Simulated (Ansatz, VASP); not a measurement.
SnH5: VASP beside Ansatz

```
Sn H
1.0
     3.94324    0.00000    0.00000
    -1.97162    3.41495    0.00000
     0.00000    0.00000    5.86782
Sn H
1 5
Direct
  0.00000 0.00000 0.50000
  0.00000 0.00000 0.20502
  0.00000 0.00000 0.79498
  0.00000 0.00000 0.00000
  0.33333 0.66667 0.00000
  0.66667 0.33333 0.00000
```

Alike in both runs: task relaxation of cell and atoms; functional PBE; k mesh 6 × 6 × 4; occupations gaussian, width 0.1 eV; no spin polarisation.

```csv
,VASP,Ansatz
version,VASP 6.6.1,Ansatz 0.2.0
potentials or method,"VASP PAW PBE potentials, release 64 (Sn_d, H)","scalar-relativistic, plane waves, PAW"
plane-wave cutoff (eV),600,420
valence electrons in the cell,19,19
```

|  | VASP | Ansatz | Ansatz less VASP |
| --- | --- | --- | --- |
| gap on the k mesh at the Fermi level, each at its own relaxed structure (eV) | none | none | - |
| relaxed volume (Å³/atom) | 8.42 | 8.49 | +0.069 |
| relaxed cell length with the largest relative difference (Å) | 3.128 | 3.137 | +0.0089 |
| energy change over the relaxation (meV/atom) | -267 | -267 | 0.0 |

A gap of «none» marks a metal or a gap that the smearing closes.

Caveats: the volume moved by over 15 % at a fixed basis, so the end points are rough (VASP).
